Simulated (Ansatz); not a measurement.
# Hg: the cost of one run

Method: DFT r2SCAN, scalar-relativistic, plane waves, PAW, in Ansatz 0.2.0.

## (1) The system as given

Symmetry: Fm-3m, No. 225, cubic system. The conventional cell has a = 4.784 Å, b = 4.784 Å, c = 4.784 Å, α = 90.00°, β = 90.00°, γ = 90.00°. Around Hg (site symmetry m-3m) lie 12 Hg at 3.38 Å.

Coordinates:

```cif
data_structure
_symmetry_space_group_name_H-M 'P 1'
_symmetry_Int_Tables_number 1
_cell_length_a 3.3827
_cell_length_b 3.3827
_cell_length_c 3.3827
_cell_angle_alpha 60.000
_cell_angle_beta 60.000
_cell_angle_gamma 60.000
_cell_volume 27.37
loop_
_atom_site_label
_atom_site_type_symbol
_atom_site_fract_x
_atom_site_fract_y
_atom_site_fract_z
_atom_site_occupancy
Hg1 Hg 0.00000 0.00000 0.00000 1
```

The structure comes from the Materials Project (structure only).

## (2) Functional and cell changed: r2SCAN

What differs from the listed cell: strain xx, yy, zz, yz, xz, xy = +2.3, +2.3, +2.3, +0.0, +0.0, +0.0 %.

File input.yaml:

```yaml
crystal:
  lattice:
    - [0.0, 2.4465187169, 2.4465187169]
    - [2.4465187169, 0.0, 2.4465187169]
    - [2.4465187169, 2.4465187169, 0.0]
  atoms:
    - { symbol: Hg, position: [0.0, 0.0, 0.0] }
basis:
  ecutwfc: 500
kpoints:
  mp_grid: { grid: [12, 12, 12] }
hamiltonian:
  xc: r2scan
scf:
  occupations: { method: gaussian, width: 0.05 }
output:
  forces: true
  stress: true
  eigenvalues: true
```

On the command line:

```console
> ansatz run input.yaml --threads 1 --pin off --max-ram 1331MiB --backend cpu --events-out ev --progress --plain --runs-dir out
```

Q: Estimate wall time and peak memory on 1 thread of an x86-64 CPU, shared host.

About 8.8 s, with a peak of 0.4 GiB.
